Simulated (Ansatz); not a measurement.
The system is CoO.

```
CELL_PARAMETERS angstrom
1.50547 0.86918 2.43993
-1.50547 0.86918 2.43993
0.00000 -1.73837 2.43993
ATOMIC_POSITIONS crystal
Co 0.00000 0.00000 0.00000
O 0.50000 0.50000 0.50000
```

The cell is a database's computed one.

Base run:

| Quantity | Value |
| --- | --- |
| Program | Ansatz 0.2.0 |
| Functional | PBEsol |
| Potentials or basis | all-electron LAPW, non-relativistic |
| Cutoff | 363 eV |
| Density cutoff | 1450 eV |
| Basis error allowed | 0.001 eV/atom |
| k mesh | 11 × 11 × 11 |
| Occupations | fermi-dirac, width 0.05 eV |
| Spin | collinear spin, ferromagnetic start |
| Starting moments | [2.0, 0.0] μB |

Its results: pressure -8.3 GPa; net moment 2.91 μB per cell; site moments Co +2.55; O +0.34 μB.

Problem. After a change of settings the same cell gave: pressure -9.2 GPa; net moment 2.94 μB per cell; site moments Co +2.58; O +0.33 μB. Which change was it?
A. functional from PBEsol to LDA; potentials or basis from all-electron LAPW, non-relativistic to all-electron LAPW, scalar-relativistic
B. potentials or basis from all-electron LAPW, non-relativistic to all-electron LAPW, inner shells corrected to Dirac's equation
C. functional from PBEsol to PBE; potentials or basis from all-electron LAPW, non-relativistic to all-electron LAPW, scalar-relativistic

Solution. B.

Caveats: a cell with one magnetic atom can't hold antiferromagnetic order, which such compounds often take.

Not every run made on this cell is shown here.
